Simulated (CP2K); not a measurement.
# InP (Fm-3m) in CP2K: further runs

One crystal, InP, is run at these levels: PBE, PBEsol; tasks: single point.

All numbers are computed with CP2K 2026.2; they aren't measurements. Logs are shortened: lines on timing, memory, paths and dates and some standing lists are left out, and cuts for length are marked.

## (1) The structure

Symmetry: Fm-3m, No. 225, cubic system. Conventional cell: a = 5.538 Å, b = 5.538 Å, c = 5.538 Å, α = 90.00°, β = 90.00°, γ = 90.00°. Around In (site symmetry m-3m) lie 6 P at 2.77 Å. P (site symmetry m-3m) has 6 In at 2.77 Å as nearest neighbours.

Measurements of this composition are mostly on another form, of space group No. 216.

## (2) Single point, PBE

The input, inp_scf.inp:

```
&GLOBAL
  PROJECT inp_scf
  RUN_TYPE ENERGY_FORCE
  PRINT_LEVEL LOW
&END GLOBAL
&FORCE_EVAL
  METHOD QS
  STRESS_TENSOR ANALYTICAL
  &DFT
    BASIS_SET_FILE_NAME BASIS_MOLOPT_UZH
    POTENTIAL_FILE_NAME POTENTIAL_UZH
    &MGRID
      CUTOFF 450
      REL_CUTOFF 60
      NGRIDS 4
    &END MGRID
    &QS
      METHOD GPW
      EPS_DEFAULT 1.0E-10
    &END QS
    &KPOINTS
      SCHEME MONKHORST-PACK 8 8 8
      GAMMA_CENTERED T
      SYMMETRY T
      SYMMETRY_BACKEND SPGLIB
    &END KPOINTS
    &SCF
      SCF_GUESS ATOMIC
      EPS_SCF 1.0E-6
      MAX_SCF 100
      ADDED_MOS 10
      CHOLESKY OFF
      EPS_EIGVAL 1.0E-7
      &DIAGONALIZATION ON
        ALGORITHM STANDARD
      &END DIAGONALIZATION
      &MIXING ON
        METHOD BROYDEN_MIXING
        ALPHA 0.4
        BETA 1.5
        NBUFFER 8
      &END MIXING
      &SMEAR ON
        METHOD GAUSSIAN
        SIGMA [eV] 0.05
      &END SMEAR
    &END SCF
    &XC
      &XC_FUNCTIONAL
        &GGA_X_PBE
        &END GGA_X_PBE
        &GGA_C_PBE
        &END GGA_C_PBE
      &END XC_FUNCTIONAL
    &END XC
    &PRINT
      &KPOINTS ON
      &END KPOINTS
      &MULLIKEN ON
      &END MULLIKEN
      &MO ON
        ENERGIES T
        OCCUPATION_NUMBERS T
        &EACH
          QS_SCF 0
        &END EACH
        ADD_LAST NUMERIC
      &END MO
      &LOWDIN ON
      &END LOWDIN
      &HIRSHFELD ON
        SHAPE_FUNCTION DENSITY
      &END HIRSHFELD
    &END PRINT
  &END DFT
  &SUBSYS
    &CELL
      A 3.9157225948 0.0000000000 0.0000000000
      B 1.9578612974 3.3911152412 0.0000000000
      C 1.9578612974 1.1303717471 3.1971741105
      PERIODIC XYZ
    &END CELL
    &COORD
      In  0.0000000000 0.0000000000 0.0000000000
      P   3.9157225948 2.2607434942 1.5985870553
    &END COORD
    &KIND In
      BASIS_SET TZVP-MOLOPT-PBE-GTH-q13
      POTENTIAL GTH-PBE-q13
    &END KIND
    &KIND P
      BASIS_SET TZVP-MOLOPT-PBE-GTH-q5
      POTENTIAL GTH-PBE-q5
    &END KIND
    &PRINT
      &ATOMIC_COORDINATES ON
      &END ATOMIC_COORDINATES
      &CELL ON
      &END CELL
    &END PRINT
  &END SUBSYS
  &PRINT
    &FORCES ON
    &END FORCES
    &STRESS_TENSOR ON
    &END STRESS_TENSOR
  &END PRINT
&END FORCE_EVAL
```

Potentials or basis: POTENTIAL_UZH In GTH-PBE-q13, P GTH-PBE-q5; TZVP-MOLOPT-PBE-GTH basis.

On the command line:

```bash
> OMP_NUM_THREADS=1 cp2k.psmp -i inp_scf.inp -o inp_scf.out
```

inp_scf.out:

```text

 CP2K| version string:                                       CP2K version 2026.2
 CP2K| Input file name                                               inp_scf.inp

 GLOBAL| Force Environment number                                              1
 GLOBAL| Basis set file name                                    BASIS_MOLOPT_UZH
 GLOBAL| Potential file name                                       POTENTIAL_UZH
 GLOBAL| MM Potential file name                                     MM_POTENTIAL
 GLOBAL| Coordinate file name                                      __STD_INPUT__
 GLOBAL| Method name                                                        CP2K
 GLOBAL| Project name                                                    inp_scf
 GLOBAL| Run type                                                   ENERGY_FORCE
 GLOBAL| FFT library                                                       FFTW3
[... 6 lines left out ...]
 GLOBAL| Total number of message passing processes                             1
 GLOBAL| Number of threads for this process                                    1
 GLOBAL| CPU model name            Intel(R) Xeon(R) Platinum 8375C CPU @ 2.90GHz

 CELL| Volume [angstrom^3]:                                            42.454209
 CELL| Vector a [angstrom]:       3.916     0.000     0.000   |a| =     3.915723
 CELL| Vector b [angstrom]:       1.958     3.391     0.000   |b| =     3.915723
 CELL| Vector c [angstrom]:       1.958     1.130     3.197   |c| =     3.915723
 CELL| Angle (b,c), alpha [degree]:                                    60.000000
 CELL| Angle (a,c), beta  [degree]:                                    60.000000
 CELL| Angle (a,b), gamma [degree]:                                    60.000000
 CELL| Numerically orthorhombic:                                              NO
 CELL| Periodicity                                                           XYZ

 CELL_REF| Volume [angstrom^3]:                                        42.454209
 CELL_REF| Vector a [angstrom     3.916     0.000     0.000   |a| =     3.915723
 CELL_REF| Vector b [angstrom     1.958     3.391     0.000   |b| =     3.915723
 CELL_REF| Vector c [angstrom     1.958     1.130     3.197   |c| =     3.915723
 CELL_REF| Angle (b,c), alpha [degree]:                                60.000000
 CELL_REF| Angle (a,c), beta  [degree]:                                60.000000
 CELL_REF| Angle (a,b), gamma [degree]:                                60.000000
 CELL_REF| Numerically orthorhombic:                                          NO
 CELL_REF| Periodicity                                                       XYZ
[... 9 lines left out ...]
 TOTAL NUMBERS AND MAXIMUM NUMBERS

  Total number of            - Atomic kinds:                                   2
                             - Atoms:                                          2
                             - Shell sets:                                     2
                             - Shells:                                        17
                             - Primitive Cartesian functions:                 10
                             - Cartesian basis functions:                     58
                             - Spherical basis functions:                     51

  Maximum angular momentum of- Orbital basis functions:                        3
                             - Local part of the GTH pseudopotential:          0
[... 107 lines left out ...]
  Total charge density g-space grids:           0.0000000004

  Overlap energy of the core charge distribution:               0.00000000000132
  Self energy of the core charge distribution:               -106.35828909080011
  Core Hamiltonian energy:                                     31.69736521025393
  Hartree energy:                                              20.87891420428599
  Exchange-correlation energy:                                 -9.12774528020096
  Smearing free energy correction:                             -0.00006258327346
  Fermi energy:                                                 0.24670097493505

  Total energy:                                               -62.90981753954706
  Total energy (extrapolated to sigma->0):                    -62.90978624791033

 MO| EIGENVALUES AND OCCUPATION NUMBERS FOR K POINT 1
 MO|
 MO|  Index      Eigenvalue [a.u.]        Eigenvalue [eV]             Occupation
 MO|      1              -0.285585              -7.771159               2.000000
 MO|      2              -0.285585              -7.771158               2.000000
 MO|      3              -0.283075              -7.702857               2.000000
 MO|      4              -0.280256              -7.626143               2.000000
 MO|      5              -0.280256              -7.626143               2.000000
 MO|      6              -0.142166              -3.868537               2.000000
[... 346 lines left out ...]
 MO|     18               0.809624              22.030996               0.000000
 MO|     19               0.927511              25.238857               0.000000
 MO| Sum:                                                              18.000000
 MO| E(Fermi):            0.246701 a.u.          6.713075 eV
 MO| Band gap:            0.115770 a.u.          3.150259 eV

 [... the levels of further k-points ...]

 !-----------------------------------------------------------------------------!
                     Mulliken Population Analysis

 #  Atom  Element  Kind  Atomic population                           Net charge
       1     In       1         12.562543                              0.437457
       2     P        2          5.437457                             -0.437457
 # Total charge                             18.000000                 -0.000000

 !-----------------------------------------------------------------------------!

 !-----------------------------------------------------------------------------!
                           Hirshfeld Charges

  #Atom  Element  Kind  Ref Charge     Population                    Net charge
      1       In     1      13.000         12.773                         0.227
      2       P      2       5.000          5.227                        -0.227

  Total Charge                                                           -0.000
 !-----------------------------------------------------------------------------!

 LOWDIN POPULATION ANALYSIS

 #  Atom  Element  Kind  Atomic population                           Net charge
       1     In       1         13.695590                             -0.695590
       2     P        2          4.304410                              0.695590
 # Total charge                             18.000000                 -0.000000

 ENERGY| Total FORCE_EVAL ( QS ) energy [hartree]            -62.909816954214662

 FORCES| Atomic forces [hartree/bohr]
 FORCES|   Atom     x               y               z               |f|
 FORCES|      1  5.35880407E-15  1.58841886E-12  1.71599838E-12   2.33832282E-12
 FORCES|      2 -5.24484959E-15 -1.57975256E-12 -1.70872928E-12   2.32710151E-12
 FORCES| Sum     1.13954477E-16  8.66629751E-15  7.26909073E-15
 FORCES| Total atomic force                                       1.13118247E-14

 STRESS| Analytical stress tensor [bar]
 STRESS|                        x                   y                   z
 STRESS|      x        5.18016968507E+03  -1.40689210444E-01  -4.33936981664E-02
 STRESS|      y       -1.40689210444E-01   5.18020633805E+03  -7.93881172364E-02
 STRESS|      z       -4.33936981664E-02  -7.93881172364E-02   5.18032382830E+03
 STRESS| 1/3 Trace                                             5.18023328381E+03
 STRESS| Determinant                                           1.39010611360E+11

 STRESS| Eigenvectors and eigenvalues of the analytical stress tensor [bar]
 STRESS|                        1                   2                   3
 STRESS| Eigenvalues   5.18002195494E+03   5.18030782570E+03   5.18037007078E+03
 STRESS|      x           0.704257480388     -0.667428003036      0.241994343077
 STRESS|      y           0.655137032012      0.479641244607     -0.583729171584
 STRESS|      z           0.273526727403      0.569635091296      0.775047735408
```

It took 70 s on 1 thread of Intel Xeon Platinum 8375C at 2.90GHz (Ice Lake), shared host; peak memory 0.4 GiB.

What came out:

```yaml
Free_energy: -1711.8632 eV
Pressure: 0.5 GPa
Band_gap_on_the_k_mesh: none (metal or under the smearing width)
Mulliken_charges: In +0.44; P -0.44 e
Hirshfeld_charges: In +0.23; P -0.23 e
```

Caveat: Mulliken charges move with the basis; the basis of atomic orbitals isn't converged, which shifts pressures, moduli and gaps.

## (3) Single point, PBEsol

inp_scf.inp: that of step 2 with these lines changed.

```diff
@@ -44,3 +44,3 @@
         METHOD GAUSSIAN
-        SIGMA [eV] 0.05
+        SIGMA [eV] 0.02
       &END SMEAR
@@ -49,6 +49,6 @@
       &XC_FUNCTIONAL
-        &GGA_X_PBE
-        &END GGA_X_PBE
-        &GGA_C_PBE
-        &END GGA_C_PBE
+        &GGA_X_PBE_SOL
+        &END GGA_X_PBE_SOL
+        &GGA_C_PBE_SOL
+        &END GGA_C_PBE_SOL
       &END XC_FUNCTIONAL
```

Potentials or basis: POTENTIAL_UZH In GTH-PBE-q13, P GTH-PBE-q5; TZVP-MOLOPT-PBE-GTH basis.

On the command line:

```bash
> OMP_NUM_THREADS=1 cp2k.psmp -i inp_scf.inp -o inp_scf.out
```

Wall time 82 s (1 thread of Intel Xeon Platinum 8375C at 2.90GHz (Ice Lake), shared host); peak memory 0.4 GiB.

The run converged. Its results:

```yaml
Free_energy: -1708.9761 eV
Pressure: -2.4 GPa
Band_gap_on_the_k_mesh: none (metal or under the smearing width)
Mulliken_charges: In +0.35; P -0.35 e
Hirshfeld_charges: In +0.20; P -0.20 e
```

Levels at points of the mesh, in eV from the Fermi level:
```csv
k point,band 7,band 8,band 9,band 10,band 11,band 12
"(0.00, 0.00, 0.00)",-0.35,-0.35,-0.35,0.35,7.18,7.18
"(0.00, 0.00, 0.50)",-6.81,0.11,0.11,2.37,3.24,3.24
"(0.00, 0.50, 0.50)",-5.13,-2.68,-2.45,-2.45,3.72,9.76
```

Caveat: Mulliken charges move with the basis; the potentials were made for another functional, which shifts forces and pressure; the basis of atomic orbitals isn't converged, which shifts pressures, moduli and gaps.
